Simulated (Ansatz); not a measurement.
# Al9O: the cost of one run

Method: DFT PBE, scalar-relativistic, plane waves, PAW, in Ansatz 0.2.0.

14 further runs of the same task are left out: 1 that didn't finish, 13 set aside as unsound or not needed.

### Step 1. Starting point

Symmetry: P3m1, No. 156, trigonal system. Conventional cell: a = 2.854 Å, b = 2.854 Å, c = 35.761 Å, α = 90.00°, β = 90.00°, γ = 120.00°. Around Al (site symmetry 3m) lie 9 Al at 2.85 to 2.87 Å. Al (site symmetry 3m) has 12 Al at 2.85 to 2.87 Å as nearest neighbours. Around Al (site symmetry 3m) lie 12 Al at 2.85 Å. Al (site symmetry 3m) is surrounded by 12 Al at 2.85 to 2.88 Å. Al (site symmetry 3m) has 12 Al at 2.85 to 2.89 Å as nearest neighbours. Only part of the 10 independent sites is listed.

Structure file:

```cif
data_structure
_symmetry_space_group_name_H-M 'P 1'
_symmetry_Int_Tables_number 1
_cell_length_a 2.8535
_cell_length_b 2.8535
_cell_length_c 35.7606
_cell_angle_alpha 90.000
_cell_angle_beta 90.000
_cell_angle_gamma 120.000
_cell_volume 252.18
loop_
_atom_site_label
_atom_site_type_symbol
_atom_site_fract_x
_atom_site_fract_y
_atom_site_fract_z
_atom_site_occupancy
Al1 Al 0.33333 0.66667 0.11186 1
Al2 Al 0.00000 0.00000 0.17744 1
Al3 Al 0.66667 0.33333 0.24303 1
Al4 Al 0.00000 0.00000 0.30861 1
Al5 Al 0.33333 0.66667 0.37363 1
Al6 Al 0.00000 0.00000 0.43861 1
Al7 Al 0.66667 0.33333 0.50473 1
Al8 Al 0.00000 0.00000 0.57013 1
Al9 Al 0.33333 0.66667 0.63647 1
O1 O 0.33333 0.66667 0.69324 1
```

This is the geometry of the first run shown, built on a cell relaxed beforehand with the same method.

### Step 2. Plan of the line

Atoms count from 1 in the order of the input.

O is moved along a line over the surface and along the normal, above a rigid substrate.

- position of O10 along the long diagonal of the hexagonal surface cell, from above Al9: 9 values from 0.00 to 4.39 Å, periodic
- height of O10 above the plane of Al9: 8 values from 0.45 to 3.63 Å

Nothing else is relaxed. Points are written as (first, second).

### Step 3. Point (0.00 Å, 2.03 Å)

A dipole layer in the vacuum cancels the field that periodic copies would set up if the slab's two faces differ.

input.yaml

```yaml
crystal:
  lattice:
    - [2.8535431553, 0.0, 0.0]
    - [-1.4267715776, 2.4712408633, 0.0]
    - [0.0, 0.0, 35.7605581613]
  atoms:
    - { symbol: Al, position: [0.3333333333, 0.6666666667, 0.1118550774] }
    - { symbol: Al, position: [0.0, 0.0, 0.1774403133] }
    - { symbol: Al, position: [0.6666666667, 0.3333333333, 0.2430255492] }
    - { symbol: Al, position: [0.0, 0.0, 0.3086107852] }
    - { symbol: Al, position: [0.3333333333, 0.6666666667, 0.3736276285] }
    - { symbol: Al, position: [0.0, 0.0, 0.4386134276] }
    - { symbol: Al, position: [0.6666666667, 0.3333333333, 0.5047341701] }
    - { symbol: Al, position: [0.0, 0.0, 0.5701287275] }
    - { symbol: Al, position: [0.3333333333, 0.6666666667, 0.6364709985] }
    - { symbol: O, position: [0.3333333333, 0.6666666667, 0.6932374503], spin: 2.0 }
basis:
  ecutwfc: 420
kpoints:
  mp_grid: { grid: [9, 9, 1] }
hamiltonian:
  xc: pbe
  pseudopotentials: { kind: paw, azcp: { folder: soft_1 } }
scf:
  occupations: { method: gaussian, width: 0.1 }
output:
  forces: true
  eigenvalues: true
  populations: true
magnetization:
  spin_polarized: true
efield:
  axis: 3
  dipole_correction: true
  ramp_width: 0.04
```

Command:

```sh
$ ansatz run input.yaml --threads 1 --pin off --max-ram 3072MiB --backend cpu --events-out ev --progress --plain --runs-dir out
```

What time and memory should one allow on 1 thread of Arm Neoverse N1, shared host?

About 59 s, with a peak of 0.45 GiB.
